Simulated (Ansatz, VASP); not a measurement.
One calculation of Ti, two programs

```
CELL_PARAMETERS angstrom
0.06090 2.06045 2.06045
2.06045 0.06090 2.06045
2.06045 2.06045 0.06090
ATOMIC_POSITIONS crystal
Ti 0.00000 0.00000 0.00000
```

Change from the starting cell: equal xy, yz and zx shear strains of +3 %, PAW files.

Alike in both runs: task electric field gradients; functional LDA; k mesh 15 × 15 × 15; occupations fermi-dirac, width 0.05 eV; no spin polarisation.

|  | VASP | Ansatz |
| --- | --- | --- |
| version | VASP 6.6.1 | Ansatz 0.2.0 |
| potentials or method | VASP PAW LDA potentials, release 64 (Ti_sv) | PAW with Ansatz's default frozen-core files, scalar-relativistic |
| plane-wave cutoff (eV) | 520 | 420 |
| valence electrons in the cell | 12 | 12 |

Ansatz gave:

- pressure (GPa): -4.8
- largest component of the traceless stress (GPa): 1.51
- Vzz of the field gradient on the site that differs most (V/Å²): -12.1

**Question.** Which values does VASP return?

**Answer.** Pressure (GPa): -4.9; largest component of the traceless stress (GPa): 1.50; Vzz of the field gradient on the site that differs most (V/Å²): -11.9.
